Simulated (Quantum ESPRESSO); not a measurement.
Input of a Quantum ESPRESSO 7.5 run:

Contents of pw.in:

```
&CONTROL
  calculation = 'vc-relax'
  prefix = 'pwscf'
  outdir = './tmp'
  pseudo_dir = './pseudo'
  tprnfor = .true.
  tstress = .true.
  disk_io = 'low'
  nstep = 40
  forc_conv_thr = 0.0004
  etot_conv_thr = 1d-05
/
&SYSTEM
  ibrav = 0
  celldm(1) = 8
  nat = 2
  ntyp = 2
  ecutwfc = 64
  ecutrho = 515
  nbnd = 21
  occupations = 'smearing'
  smearing = 'fd'
  degauss = 0.00367493
  nspin = 2
  starting_magnetization(1) = 0.1875
  starting_magnetization(2) = 0
/
&ELECTRONS
  conv_thr = 4d-10
  electron_maxstep = 120
  mixing_beta = 0.3
/
&IONS
  ion_dynamics = 'bfgs'
/
&CELL
  cell_dynamics = 'bfgs'
  press = 50
  press_conv_thr = 0.3
/
ATOMIC_SPECIES
Fe    55.8450 fe_pbesol_v1.5.uspp.F.UPF
O     15.9990 o_pbesol_v1.2.uspp.F.UPF
CELL_PARAMETERS alat
  0.3587694422130   0.2071356340402   0.5951638772153
 -0.3587694422130   0.2071356340402   0.5951638772153
  0.0000000000000  -0.4142712680803   0.5951638772153
ATOMIC_POSITIONS crystal
Fe     0.0000000000    0.0000000000    0.0000000000
O      0.5000000000    0.5000000000    0.5000000000
K_POINTS automatic
9 9 9 0 0 0
```

Potentials or basis: GBRV 1.5 PBEsol.

The run is started by

```bash
$ OMP_NUM_THREADS=1 mpirun -n 2 pw.x -nk 2 -in pw.in > pw.out
```

Q: Predict the net moment.

A: 4.00 μB per cell.

Q: Estimate the relaxed cell.

A: a = 2.980 Å, b = 2.980 Å, c = 2.980 Å, α = 60.01°, β = 60.01°, γ = 60.01°.

Final structure:
```
Fe O
1.0
     1.49016    0.86035    2.43314
    -1.49016    0.86035    2.43314
     0.00000   -1.72069    2.43314
Fe O
1 1
Direct
  0.00000 0.00000 0.00000
  0.50000 0.50000 0.50000
```

Caveat: a cell with one magnetic atom can't hold antiferromagnetic order, which such compounds often take.
